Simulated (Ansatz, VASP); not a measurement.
One calculation of Pd, two programs

```
CELL_PARAMETERS angstrom
-1.56965 1.56965 1.56965
1.56965 -1.56965 1.56965
1.56965 1.56965 -1.56965
ATOMIC_POSITIONS crystal
Pd 0.00000 0.00000 0.00000
```

Alike in both runs: functional PBE; k mesh 19 × 19 × 19; occupations fermi-dirac, width 0.08 eV; no spin polarisation.

Ansatz relaxed the structure, and its values are those at the end. VASP's run is a single point on that final structure, the one shown.

|  | VASP | Ansatz |
| --- | --- | --- |
| version | VASP 6.6.1 | Ansatz 0.2.0 |
| potentials or method | VASP PAW PBE potentials, release 64 (Pd) | PAW with Ansatz's default frozen-core files, scalar-relativistic |
| plane-wave cutoff (eV) | 520 | 420 |
| valence electrons in the cell | 10 | 18 |

VASP gave:

* pressure (GPa): -0.3

Question: Estimate Ansatz's values.

Answer: Pressure (GPa): 0.0.

The two sets of potentials don't hold the same shells in valence.
